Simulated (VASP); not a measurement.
# InSe (C2/m) in VASP: single point with PBE

Aim: the single point of InSe with PBE.

Program: VASP 6.6.1. These are calculated values, not measurements. Logs are shortened: lines on timing, memory, paths and dates and some standing lists are left out, and cuts for length are marked.

## Step 1: The crystal as given

It takes space group C2/m (No. 12, monoclinic). Conventional cell: a = 11.735 Å, b = 4.110 Å, c = 4.610 Å, α = 90.00°, β = 110.30°, γ = 90.00°. Se (site symmetry m) is surrounded by 3 In at 2.58 to 2.78 Å. In (site symmetry m) is surrounded by 3 Se at 2.58 to 2.78 Å and 1 In at 2.74 Å.

## Step 2: Single point, PBE

INCAR reads:

```
SYSTEM = InSe
PREC = Accurate
ENCUT = 520
EDIFF = 1E-6
ISMEAR = -1
SIGMA = 0.1
LREAL = .FALSE.
LASPH = .TRUE.
NELM = 100
ALGO = Fast
ISIF = 2
LWAVE = .FALSE.
LCHARG = .FALSE.
GGA = PE
NBANDS = 48
```

KPOINTS reads:

```
regular mesh
0
G
  3 6 6
  0 0 0
```

POSCAR reads:

```
InSe
1.0
   11.0195290000      0.0000000000      0.0000000000
    0.0000000000      4.1098240000      0.0000000000
    0.2251900000      0.0000000000      4.6043030000
Se In
4 4
Direct
    0.1600000000      0.5000000000      0.4820000000
    0.8400000000      0.5000000000      0.5180000000
    0.3400000000      0.0000000000      0.0180000000
    0.6600000000      0.0000000000      0.9820000000
    0.3840000000      0.5000000000      0.6210000000
    0.6160000000      0.5000000000      0.3790000000
    0.1160000000      0.0000000000      0.8790000000
    0.8840000000      0.0000000000      0.1210000000
```

Potentials or basis: VASP PAW PBE potentials, release 64 (Se, In_d).

Run with:

```sh
> cat potpaw_PBE.64/Se/POTCAR potpaw_PBE.64/In_d/POTCAR > POTCAR
> mpirun -np 1 vasp_std > vasp.out
```

OUTCAR:

```text
SYSTEM = InSe
   PREC = Accurate
   ENCUT = 520
   EDIFF = 1E-6
   ISMEAR = -1
   LREAL = .FALSE.
   LASPH = .TRUE.
   NELM = 100
   ISIF = 2
   GGA = PE

 ion  position               nearest neighbor table
   1  0.160  0.500  0.482-   5 2.58   7 2.78   7 2.78
   2  0.840  0.500  0.518-   6 2.58   8 2.78   8 2.78
   3  0.340  0.000  0.018-   7 2.58   5 2.78   5 2.78
   4  0.660  0.000  0.982-   8 2.58   6 2.78   6 2.78
   5  0.384  0.500  0.621-   1 2.58   6 2.74   3 2.78   3 2.78   7 3.74   7 3.74
   6  0.616  0.500  0.379-   2 2.58   5 2.74   4 2.78   4 2.78   8 3.74   8 3.74
   7  0.116  0.000  0.879-   3 2.58   8 2.74   1 2.78   1 2.78   5 3.74   5 3.74
   8  0.884  0.000  0.121-   4 2.58   7 2.74   2 2.78   2 2.78   6 3.74   6 3.74

  LATTYP: Found a simple monoclinic cell.
 ALAT       =     4.6098065742
 B/A-ratio  =     0.8915393594
 C/A-ratio  =     2.3904536606
 COS(beta)  =    -0.0488502058

  Lattice vectors:

 A1 = (   0.2251900000,   0.0000000000,   4.6043030000)
 A2 = (   0.0000000000,   4.1098240000,   0.0000000000)
 A3 = ( -11.0195290000,   0.0000000000,   0.0000000000)

Analysis of symmetry for initial positions (statically):
=====================================================================
 Subroutine PRICEL returns following result:

  LATTYP: Found a base centered monoclinic cell.
 ALAT       =    11.7353040252
 B/A-ratio  =     0.3502102708
 C/A-ratio  =     0.3928152662
 COS(beta)  =    -0.3469445960

  Lattice vectors:

 A1 = (   5.3971695000,  -2.0549120000,  -2.3021515000)
 A2 = (   5.3971695000,   2.0549120000,  -2.3021515000)
 A3 = (   0.2251900000,   0.0000000000,   4.6043030000)

   2 primitive cells build up your supercell.

 Routine SETGRP: Setting up the symmetry group for a
 simple monoclinic supercell.

 Subroutine GETGRP returns: Found  4 space group operations
 (whereof  4 operations were pure point group operations)
 out of a pool of  4 trial point group operations.

The static configuration has the point symmetry C_2h.

Analysis of symmetry for dynamics (positions and initial velocities):
=====================================================================
 Subroutine PRICEL returns following result:

  LATTYP: Found a base centered monoclinic cell.
 ALAT       =    11.7353040252
 B/A-ratio  =     0.3502102708
 C/A-ratio  =     0.3928152662
 COS(beta)  =    -0.3469445960

  Lattice vectors:

 A1 = (   5.3971695000,  -2.0549120000,  -2.3021515000)
[... 121 lines left out ...]
   NFREE  =      0    steps in history (QN), initial steepest desc. (CG)
   ISIF   =      2    stress and relaxation
   ISYM   =      2    0-nonsym 1-usesym 2-fastsym
   POTIM  = 0.5000    time-step for ionic-motion
   TEBEG  =    0.0;   TEEND  =   0.0 temperature during run
   PSTRESS=    0.0 pullay stress
   NELECT =      76.0000    total number of electrons
   NUPDOWN=      -1.0000    fix difference up-down
   EMIN   =  10.00;   EMAX   =-10.00  energy-range for DOS
   EFERMI =   0.00;   METHOD = LEGACY
   ISMEAR =    -1;   SIGMA  =   0.10  broadening in eV -4-tet -1-fermi 0-gaus
   EFERMI_NEDOS =   21; number of points for ismear=-14 and -15
   IALGO  =     68    algorithm
   IMIX   =      4    mixing-type and parameters
     AMIX     =   0.40;   BMIX     =  1.00
     AMIX_MAG =   1.60;   BMIX_MAG =  1.00
  volume/ion in A,a.u.               =      26.07       175.90
  Fermi-wavevector in a.u.,A,eV,Ry     =   1.169399  2.209843 18.605879  1.367494
  Thomas-Fermi vector in A             =   2.305872
   LORBIT       =      0    0 simple, 1 ext, 2 COOP (PROOUT), +10 PAW based schemes
   GGA     = PE    functional components
   LHFCALC =     F    Hartree Fock is set to
   AEXX    =    0.0000 exact exchange contribution
   IVDW    =     0    specifies the selected vdW correction
   LEPSILON=     F    determine dielectric tensor
   LRPA    =     F    only Hartree local field effects (RPA)
 non-spin polarized calculation
 RMM-DIIS sequential band-by-band and
  energy-cutoff  :      520.00
  volume of cell :      208.52
 maximum number of plane-waves:      5652
 NGX is ok and might be reduce to    84
   NGX = 41   NGY = 15   NGZ = 17

 number of electron      75.9999985 magnetization

 Free energy of the ion-electron system (eV)
  ---------------------------------------------------
  ext. energy  EPLUGINS =         0.00000000
  ---------------------------------------------------
  free energy    TOTEN  =       -27.77851614 eV

  energy without entropy =      -27.77791262  energy(sigma->0) =      -27.77821438

 E-fermi :   5.4020     XC(G=0):  -9.5813

 val. band max:        4.8773765947   @ k =  -0.3333   0.0000   0.3333
 cond. band min:       5.9752083945   @ k =   0.0000   0.0000   0.0000
 fundamental gap:      1.0978317998
 Fermi energy:         5.4020435841

 k-point     1 :       0.0000    0.0000    0.0000
  band No.  band energies     occupation
      1      -9.8428      2.00000
      2      -9.7767      2.00000
      3      -9.7372      2.00000
      4      -9.5344      2.00000
      5      -9.5278      2.00000
      6      -9.4749      2.00000
[... 1213 lines left out ...]
     47       9.7283      0.00000
     48      10.4972      0.00000

 [... further k-points ...]

------------------------ aborting loop because EDIFF is reached ----------------------------------------

  FORCE on cell =-STRESS in cart. coord.  units (eV):
  Direction    XX          YY          ZZ          XY          YZ          ZX
  --------------------------------------------------------------------------------------
  -------------------------------------------------------------------------------------
  Total        8.6232369      1.8250103      1.3446317      0.0000000      0.0000000      0.5958497
  in kB       66.2568446     14.0225094     10.3315097      0.0000000      0.0000000      4.5782254
  external PRESSURE =      30.2036213 kB  Pullay stress =       0.0000000 kB

 VOLUME and BASIS-vectors are now :
 -----------------------------------------------------------------------------
  energy-cutoff  :      520.00
  volume of cell :      208.52
      direct lattice vectors                 reciprocal lattice vectors
    11.019529000  0.000000000  0.000000000     0.090747980  0.000000000 -0.004438356
     0.000000000  4.109824000  0.000000000     0.000000000  0.243319422  0.000000000
     0.225190000  0.000000000  4.604303000     0.000000000  0.000000000  0.217188139

 POSITION                                       TOTAL-FORCE (eV/Angst)
 -----------------------------------------------------------------------------------
      1.87167      2.05491      2.21927        -0.768421      0.000000      0.150519
      9.37305      2.05491      2.38503         0.768421     -0.000000     -0.150519
      3.75069      0.00000      0.08288         0.768421     -0.000000     -0.150519
      7.49403      0.00000      4.52143        -0.768421     -0.000000      0.150519
      4.37134      2.05491      2.85927         0.102680     -0.000000      0.523949
      6.87338      2.05491      1.74503        -0.102680     -0.000000     -0.523949
      1.47621      0.00000      4.04718        -0.102680      0.000000     -0.523949
      9.76851      0.00000      0.55712         0.102680     -0.000000      0.523949
 -----------------------------------------------------------------------------------
    total drift:                                0.000000      0.000000      0.000000

  FREE ENERGIE OF THE ION-ELECTRON SYSTEM (eV)
  ---------------------------------------------------
  free  energy   TOTEN  =       -27.7785161449 eV

  energy  without entropy=      -27.7779126164  energy(sigma->0) =      -27.77821438
```

OSZICAR:

```text
N       E                     dE             d eps       ncg     rms          rms(c)
DAV:   1     0.795969211693E+03    0.79597E+03   -0.33994E+04  3848   0.183E+03
DAV:   2     0.949622109173E+02   -0.70101E+03   -0.67977E+03  3848   0.491E+02
DAV:   3    -0.207593263686E+02   -0.11572E+03   -0.11154E+03  4624   0.198E+02
DAV:   4    -0.284774561562E+02   -0.77181E+01   -0.76592E+01  4672   0.502E+01
DAV:   5    -0.287381582369E+02   -0.26070E+00   -0.26055E+00  4640   0.953E+00    0.101E+01
RMM:   6    -0.278186653278E+02    0.91949E+00   -0.14914E+00  4555   0.631E+00    0.540E+00
RMM:   7    -0.277917050850E+02    0.26960E-01   -0.10565E+00  4703   0.354E+00    0.160E+00
RMM:   8    -0.277752564196E+02    0.16449E-01   -0.16013E-01  4624   0.344E+00    0.320E-01
RMM:   9    -0.277764728880E+02   -0.12165E-02   -0.54658E-02  5638   0.147E+00    0.628E-01
RMM:  10    -0.277784271430E+02   -0.19543E-02   -0.17674E-02  5498   0.678E-01    0.112E+00
RMM:  11    -0.277785412631E+02   -0.11412E-03   -0.37675E-03  5601   0.315E-01    0.720E-01
RMM:  12    -0.277785572179E+02   -0.15955E-04   -0.11873E-03  6073   0.171E-01    0.478E-01
RMM:  13    -0.277785810386E+02   -0.23821E-04   -0.25410E-04  6555   0.662E-02    0.526E-01
RMM:  14    -0.277785405376E+02    0.40501E-04   -0.67844E-05  5579   0.409E-02    0.392E-01
RMM:  15    -0.277785205523E+02    0.19985E-04   -0.52691E-05  5581   0.404E-02    0.273E-01
RMM:  16    -0.277785161294E+02    0.44229E-05   -0.22471E-05  5543   0.230E-02    0.221E-01
RMM:  17    -0.277785161449E+02   -0.15436E-07   -0.63611E-06  3929   0.168E-02
   1 F= -.27778516E+02 E0= -.27778214E+02  d E =-.603528E-03
```

Wall time 4.2 min (1 thread of Intel Xeon 6975P-C (Granite Rapids), shared host); peak memory 0.48 GiB.

Results:

| Item | Value |
| --- | --- |
| Free energy | -27.7785 eV |
| Pressure | 3.0 GPa |
| Largest force | 0.783 eV/Å |
| Band gap on the k mesh | 1.10 eV |

Forces in eV/Å, atoms in the order of the input:
```
Se  -0.768  0.000  0.151
Se   0.768  0.000 -0.151
Se   0.768  0.000 -0.151
Se  -0.768  0.000  0.151
In   0.103  0.000  0.524
In  -0.103  0.000 -0.524
In  -0.103  0.000 -0.524
In   0.103  0.000  0.524
```

Caveat: spin-orbit coupling is left out, which moves the levels of the heavy elements; an odd mesh through Γ misses points on the zone boundary, where band edges often lie.
